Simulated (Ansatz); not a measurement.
One crystal and one scan (energy against volume) at two levels, PBE (plane waves to 420 eV, PAW, scalar-relativistic; Ansatz, an electronic-structure program) and r2SCAN (plane waves to 500 eV, PAW, scalar-relativistic; Ansatz), each from its own relaxed cell and on its own mesh. The cell shown is that of PBE.

Ti₃SiC₂ (MAX-312 type, space group P6_3/mmc)

```
Ti3SiC2
1.0
    3.07276     0.00000     0.00000
   -1.53638     2.66109     0.00000
    0.00000     0.00000    17.72285
Ti Si C
6 2 4
Direct
  0.00000   0.00000   0.00000
  0.00000   0.00000   0.50000
  0.33333   0.66667   0.13489
  0.66667   0.33333   0.63489
  0.66667   0.33333   0.86511
  0.33333   0.66667   0.36511
  0.00000   0.00000   0.25000
  0.00000   0.00000   0.75000
  0.33333   0.66667   0.57233
  0.66667   0.33333   0.07233
  0.66667   0.33333   0.42767
  0.33333   0.66667   0.92767
```

Equation-of-state scan: isotropic scaling of the cell above, V₀ being its volume. The atoms relax within the cell's symmetry.

E stands for the smeared free energy. Ti3SiC2 is run without spin polarisation. Ti3SiC2 was relaxed with its symmetry unable to fall. With the shape held, the modulus is that of even scaling; a crystal free to change shape is softer. Percentages come from the unrounded values. Both scans cover V/V₀ from 0.940 to 1.060.

Results of PBE:

| Item | Result |
|---|---|
| Lattice constant a (Å) | 3.073 |
| Lattice constant c (Å) | 17.72 |
| Relaxed volume (Å³/atom) | 12.08 |
| Pressure at the smallest volume (GPa) | 13.0 |
| Bulk modulus at fixed cell shape B₀ (third-order Birch-Murnaghan fit) (GPa) | 183.6 |
| Pressure for 5 % compression (fit) (GPa) | 10.5 |

**Question.** Estimate the r2SCAN values.

**Answer.** 
```csv
quantity,r2SCAN,PBE − r2SCAN
Lattice constant a (Å),3.067,+0.006 (+0.2 %)
Lattice constant c (Å),17.68,+0.04 (+0.3 %)
Relaxed volume (Å³/atom),12.00,+0.08 (+0.6 %)
Pressure at the smallest volume (GPa),13.6,-0.6 (-5 %)
Bulk modulus at fixed cell shape B₀ (third-order Birch-Murnaghan fit) (GPa),192.9,-9.3 (-4.8 %)
Pressure for 5 % compression (fit) (GPa),11.1,-0.6 (-5 %)
```

PBE gives the higher value for: lattice constant c; relaxed volume. PBE gives the lower value for: pressure at the smallest volume; bulk modulus at fixed cell shape B₀; pressure for 5 % compression. They agree on: lattice constant a (within 0.2 %). Neither level is exact: the differences show how much the result hangs on the functional.

(A scan under strain: stresses follow from slopes of the energy per volume, elastic moduli from its curvatures.)
